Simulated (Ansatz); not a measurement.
# How settings move the G0W0 gap of Be2C (antifluorite)

Be2C built on the antifluorite prototype, relaxed with r2SCAN; one-shot G0W0 in Ansatz without spin-orbit coupling. The values are computed, spin-unpolarised, and not measurements.

```yaml
crystal:
  lattice:
    - [0.00000, 2.16049, 2.16049]
    - [2.16049, 0.00000, 2.16049]
    - [2.16049, 2.16049, 0.00000]
  atoms:
    - { symbol: C, position: [0.00000, 0.00000, 0.00000] }
    - { symbol: Be, position: [0.25000, 0.25000, 0.25000] }
    - { symbol: Be, position: [0.75000, 0.75000, 0.75000] }
```

Gaps are read over the mesh points alone. G0W0 here is at a finite number of bands, screening cutoff and k mesh, not at the basis limit.
```tsv
start	potentials	frequency model	mesh	empty bands	screening cutoff (eV)	Kohn-Sham gap (eV)	G0W0 gap (eV)
PBE	PAW	contour deformation	6×6×6	45	100	1.17	1.80
PBE	PAW	contour deformation	6×6×6	110	180	1.17	1.97
PBE	PAW	contour deformation	6×6×6	214	260	1.17	2.03
HSE06	PAW	contour deformation	6×6×6	110	180	1.91	2.28
r2SCAN	PAW	contour deformation	6×6×6	110	180	1.53	2.10
PBE0	PAW	contour deformation	6×6×6	110	180	2.61	2.42
PBE	PAW	Godby-Needs pole	6×6×6	110	180	1.17	1.90
PBE	PAW	contour deformation	10×10×10	32	80	1.17	1.72
PBE	norm-conserving	contour deformation	6×6×6	110	180	1.16	1.95
```

The quasiparticle gap on this mesh is 2.03 eV (Γ to X), against 1.17 eV from PBE: +0.86 eV. Renormalisation factors Z lie between 0.77 and 0.82.

Raising bands and cutoff together moves the gap by +0.17 eV (100 to 180 eV), then +0.06 eV (180 to 260 eV); the last step is still large, so the basis limit isn't reached. Starting from HSE06 (1.91 eV against PBE's 1.17 eV) gives 2.28 eV, +0.31 eV from G0W0@PBE at the same screening cutoff. Starting from r2SCAN (1.53 eV against PBE's 1.17 eV) gives 2.10 eV, +0.13 eV from G0W0@PBE at the same screening cutoff. Starting from PBE0 (2.61 eV against PBE's 1.17 eV) gives 2.42 eV, +0.45 eV from G0W0@PBE at the same screening cutoff. The Godby-Needs plasmon pole differs from contour deformation by -0.07 eV. Norm-conserving potentials (wave cutoff 1800 eV against 420 eV) shift the quasiparticle gap by -0.02 eV and the PBE gap by -0.01 eV. r2SCAN runs take a wave cutoff of 500 eV.
